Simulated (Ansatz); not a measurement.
InCuS₂:
```yaml
crystal:
  lattice:
    - [-2.76096, 2.76096, 5.56520]
    - [2.76096, -2.76096, 5.56520]
    - [2.76096, 2.76096, -5.56520]
  atoms:
    - { symbol: Cu, position: [0.00000, 0.00000, 0.00000] }
    - { symbol: Cu, position: [0.75000, 0.25000, 0.50000] }
    - { symbol: In, position: [0.50000, 0.50000, 0.00000] }
    - { symbol: In, position: [0.25000, 0.75000, 0.50000] }
    - { symbol: S, position: [0.37500, 0.34666, 0.47166] }
    - { symbol: S, position: [0.65334, 0.12500, 0.02834] }
    - { symbol: S, position: [0.87500, 0.90334, 0.52834] }
    - { symbol: S, position: [0.09666, 0.62500, 0.97166] }
```

Relaxed with r²SCAN. Special points in fractions of this cell's reciprocal vectors: Γ (0.000, 0.000, 0.000); X (0.000, 0.000, 0.500); P (0.250, 0.250, 0.250); N (0.000, 0.500, 0.000); M (0.500, 0.500, -0.500); S (0.312, 0.688, -0.312); S0 (-0.312, 0.312, 0.312); R (-0.123, 0.123, 0.500); G (0.500, 0.500, -0.123).

Question: List the band energies nearest the valence-band maximum at these points for r²SCAN with spin–orbit coupling (plane waves, PAW; program Ansatz).

Answer: In eV from the valence-band maximum; about four levels below and three above (degenerate sets whole), none deeper than 8.9 eV; points with the same levels are listed once.

```tsv
k	below	above
Γ	-0.05 -0.05 0.00 0.00	0.33 0.33 2.22 2.22
X	-0.48 -0.48 -0.43 -0.43	1.53 1.53 1.54 1.54
P	-0.60 -0.60 -0.55 -0.51	1.76 1.76 1.76
N	-0.90 -0.90 -0.46 -0.46	2.35 2.35 2.80 2.80
M	-0.80 -0.80 -0.80 -0.80	2.14 2.14 2.14 2.14
S	-0.71 -0.66 -0.59 -0.56	2.36 2.37 2.63
R	-0.62 -0.62 -0.57 -0.57	1.74 1.74 1.75 1.75
```

Space group I-42d (chalcopyrite). The r²SCAN relaxation kept the symmetry of its start. No spin polarisation was allowed.

Potentials: the later of the program's two PAW sets.
